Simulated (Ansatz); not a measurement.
**A strain series on BaS (zincblende): uniaxial along [111], other directions held**

BaS built on the zincblende prototype, relaxed with r2SCAN in the PAW code Ansatz, then strained (uniaxial along [111], other directions held; changes of length per length, axes as in the cell below) with the atoms relaxed again within the symmetry that is left. Space group F-43m (No. 216), cubic; conventional cell a = 7.039 Å, 43.59 Å³ an atom. Ba is surrounded by 4 S at 3.05 Å; S is surrounded by 4 Ba at 3.05 Å. Note: simulated data, non-magnetic, for a generated structure that need not be the stable one.

```
Ba S
1.0
     0.00000    3.51941    3.51941
     3.51941    0.00000    3.51941
     3.51941    3.51941    0.00000
Ba S
1 1
Direct
  0.00000 0.00000 0.00000
  0.25000 0.25000 0.25000
```

Gaps are the least over each mesh (PBE 6×6×6, r2SCAN 6×6×6, HSE06 4×4×4 when unstrained) and the special points, which keep their unstrained names; stress is the change from the unstrained cell, compression positive.

```csv
strain (%),"gap, PBE (eV)","gap, r2SCAN (eV)","gap, HSE06 (eV)","edges, HSE06","stress along the strain, r2SCAN (GPa)","energy rise, r2SCAN (meV/atom)"
-5.0,2.805,3.128,3.709,"(0.245, -1/2, -0.245) → Γ",+1.79,12.4
-3.24,2.788,3.110,3.689,"(0.245, -1/2, -1/4) → Γ",+1.21,5.3
0.0,2.747,3.068,3.641,W → Γ,0.00,0.0
+5.38,2.652,2.976,3.536,X → Γ,-2.11,15.6
```

With HSE06 the edges change from W → Γ (indirect) to X → Γ (indirect) between 0.0 and +5.38 %. With r2SCAN the edges change from W → Γ (indirect) to X → Γ (indirect) between 0.0 and +5.38 %. With PBE the edges change from W → Γ (indirect) to X → Γ (indirect) between 0.0 and +5.38 %.

Spin-orbit coupling is left out.

Where an edge lies off the special points, it is a point of the mesh or the k point where a search put PBE's edge or least direct gap, reused for the other functionals, whose own edges may lie a little apart.

Coordinates of k points refer to the reciprocal vectors of the primitive cell of the runs.

The meshes of the hybrids are coarse, so their gaps aren't converged to the digits shown.
